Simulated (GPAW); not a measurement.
# Al (Im-3m) in GPAW: further runs, part 2 of 2

GPAW 26.7.0. The steps go on from the part before.

## 5. Relaxation of cell and atoms, LDA

Input file run.py:

```python
from ase import Atoms
from ase.filters import FrechetCellFilter
from ase.io import write
from ase.optimize import LBFGS
from gpaw import GPAW, PW

atoms = Atoms(['Al'],
              cell=[[-1.59121869, 1.59121869, 1.59121869],
                    [1.59121869, -1.59121869, 1.59121869],
                    [1.59121869, 1.59121869, -1.59121869]],
              scaled_positions=[[0.0, 0.0, 0.0]],
              pbc=True)

calc = GPAW(mode=PW(600),
            xc='LDA',
            kpts={'size': (12, 12, 12), 'gamma': True},
            occupations={'name': 'methfessel-paxton', 'order': 0, 'width': 0.01},
            nbands=7,
            convergence={'density': 1e-05, 'forces': 0.0001},
            maxiter=150,
            txt='gpaw.txt')
atoms.calc = calc
opt = LBFGS(FrechetCellFilter(atoms), trajectory='relax.traj', logfile='-')
done = opt.run(fmax=0.02, steps=100)
calc.write('gs.gpw')
write('result.traj', atoms)
print('Converged:', done)
print('Cell:', atoms.cell.cellpar().round(4))
print('Volume:', round(atoms.get_volume(), 4))
print(atoms.get_scaled_positions().round(5))
```

Potentials or basis: the program's PAW data sets (release 1.2.1) made for this functional, pw.

Launch:

```
$ OMP_NUM_THREADS=1 python run.py
```

gpaw.txt:

```text
__  _  _
 | _ |_)|_||  |
 |__||  | ||/\| - 26.7.0

Input parameters:
  mode=PW(ecut=600.0),
  convergence={'density': 1e-05, 'forces': 0.0001},
  kpts=MonkhorstPack(size=(12, 12, 12), gamma=True),
  maxiter=150,
  nbands=7,
  occupations=Occupations(name='methfessel-paxton', order=0, width=0.01),
  xc=XC(name='LDA')

Diagonalizing LCAO Hamiltonian
Converting LCAO to pw mode

       Al

Atoms  # Å, Bohr magnetons
|   | symbol |        x |        y |        z |    initial magnetic moments |
|---|--------|----------|----------|----------|-----------------------------|
| 0 |     Al | 0.000000 | 0.000000 | 0.000000 | ( 0.0000,  0.0000,  0.0000) |

Unit cell  # Å
| periodic |         x |         y |         z |  lengths |     angles |
|----------|-----------|-----------|-----------|----------|------------|
|      yes | -1.591219 |  1.591219 |  1.591219 | 2.756072 | 109.471221 |
|      yes |  1.591219 | -1.591219 |  1.591219 | 2.756072 | 109.471221 |
|      yes |  1.591219 |  1.591219 | -1.591219 | 2.756072 | 109.471221 |
[... 163 lines left out ...]
SCF iterations
|iter     | |      energy | eigst |  dens |force |
|---------|-|-------------|-------|-------|------|
|iter:   1| |   -4.080664 | -0.19 |       |      |
|iter:   2| |   -4.080151 | -3.37 | -1.01 |      |
|iter:   3| |   -4.073594 | -3.45 | -1.03 |      |
|iter:   4| |   -4.073420 | -4.14 | -1.60 |      |
|iter:   5| |   -4.073427c| -6.06 | -2.89 |      |
|iter:   6| |   -4.073428c| -6.59 | -3.31 |      |
|iter:   7| |   -4.073428c| -8.47c| -5.08c|      |
[... 270 lines left out ...]
|-----------|-----------|-----------|
| -0.002738 | -0.000000 | -0.000000 |
| -0.000000 | -0.002738 |  0.000000 |
| -0.000000 |  0.000000 | -0.002738 |

Forces  # eV/Ang
|       x |       y |       z |
|---------|---------|---------|
| 0.00000 | 0.00000 | 0.00000 |  # Al   0

Interpolating wave functions to new cell

       Al

Atoms  # Å, Bohr magnetons
|   | symbol |        x |        y |         z |    initial magnetic moments |
|---|--------|----------|----------|-----------|-----------------------------|
| 0 |     Al | 0.000000 | 0.000000 | -0.000000 | ( 0.0000,  0.0000,  0.0000) |

Unit cell  # Å
| periodic |         x |         y |         z |  lengths |     angles |
|----------|-----------|-----------|-----------|----------|------------|
|      yes | -1.595708 |  1.595708 |  1.595708 | 2.763848 | 109.471221 |
|      yes |  1.595708 | -1.595708 |  1.595708 | 2.763848 | 109.471221 |
|      yes |  1.595708 |  1.595708 | -1.595708 | 2.763848 | 109.471221 |
[... 163 lines left out ...]
SCF iterations
|iter     | |      energy | eigst |  dens |force |
|---------|-|-------------|-------|-------|------|
|iter:   1| |   -4.073742 | -3.55 |       |      |
|iter:   2| |   -4.073740 | -7.21 | -2.64 |      |
|iter:   3| |   -4.073720c| -6.20 | -2.67 |      |
|iter:   4| |   -4.073718c| -6.93 | -3.22 |      |
|iter:   5| |   -4.073718c| -8.48c| -4.28 |      |
|iter:   6| |   -4.073718c| -8.81c| -4.68 |      |
|iter:   7| |   -4.073718c| -9.66c| -6.59c|      |
|iter:   8| |   -4.073718c|-11.25c| -7.36c|-26.02c|

Converged in 8 steps
Energy contributions relative to reference atoms: (reference = -6578.421307)

Energy contributions:
  Kinetic:           5.245107
  Coulomb:          -3.081606
  Zero:             -0.005660
  External:          0.000000
  Xc:               -6.231526
  Entropy:          -0.000067
  Spinorbit:         0.000000
  ----------------------------
  Free energy:      -4.073752
  Extrapolated:     -4.073718
[... 18 lines left out ...]
Stress tensor  # eV/Ang^3
|         x |         y |         z |
|-----------|-----------|-----------|
| -0.000028 | -0.000000 |  0.000000 |
| -0.000000 | -0.000028 | -0.000000 |
|  0.000000 | -0.000000 | -0.000028 |

Forces  # eV/Ang
|       x |        y |       z |
|---------|----------|---------|
| 0.00000 | -0.00000 | 0.00000 |  # Al   0

# Writing to gs.gpw (mode='')
```

stdout:

```text
Step          Energy          fmax
LBFGS:    0       -4.073462        0.067043
LBFGS:    1       -4.073624        0.044252
LBFGS:    2       -4.073752        0.000454
Converged: True
Cell: [  2.7638   2.7638   2.7638 109.4712 109.4712 109.4712]
Volume: 16.2525
[[0. 0. 0.]]
```

Wall time 9.6 s (1 thread of Arm Neoverse V2, shared host); peak memory 0.15 GiB.

Results:

```yaml
Free_energy: -4.0738 eV
Relaxed_volume: 16.25 Å³/atom
Relaxed_cell: a = 2.764 Å, b = 2.764 Å, c = 2.764 Å, α = 109.47°, β = 109.47°, γ = 109.47°
Space_group_after_relaxing_to_0.05_Å: Im-3m (No. 229)
Energy_gained_by_relaxing: 0.3 meV/atom
Ionic_steps: 3
Pressure_after_relaxing: 0.0 GPa
Band_gap_on_the_k_mesh: none (metal or under the smearing width)
```

The path:
```csv
step,energy change (eV),largest force (eV/Å),pressure (GPa),volume (Å³)
1,0.0000,0.0000,0.67,16.12
2,-0.0002,0.0000,0.44,16.16
3,-0.0003,0.0000,0.00,16.25
```

Final structure:
```
CELL_PARAMETERS angstrom
-1.59571 1.59571 1.59571
1.59571 -1.59571 1.59571
1.59571 1.59571 -1.59571
ATOMIC_POSITIONS crystal
Al 0.00000 0.00000 0.00000
```

Caveat: later steps reuse the first step's grids.

## 6. Overview

```csv
task,level,cell,smearing,optimizer,fmax,max steps,convergence,gap on the mesh (eV),pressure (GPa)
single point,LDA,as given,gaussian 0.02 eV,-,-,-,-,none,0.7
single point,RPBE,as given,gaussian 0.02 eV,-,-,-,-,none,5.6
single point,LDA,as given,gaussian 0.05 eV,-,-,-,-,none,0.7
relaxation of cell and atoms,LDA,relaxed,gaussian 0.01 eV,LBFGS,0.02 eV/Å,100,density=1e-05 forces=0.0001,none,0.0
```

Alike in all rows: potentials or basis the program's PAW data sets (release 1.2.1) made for this functional, pw; no spin polarisation; k mesh 12 × 12 × 12; cutoff (eV) 600.

Every run on the cell as given and a fine mesh finds a metal. The pressure there spans 0.7 GPa (LDA) to 5.6 GPa (RPBE); a positive pressure means that this level wants a larger cell, a negative one a smaller.

Caveats: later steps reuse the first step's grids (some runs).

Total energies depend on the potentials used, so only differences within one code and one set of settings carry meaning.
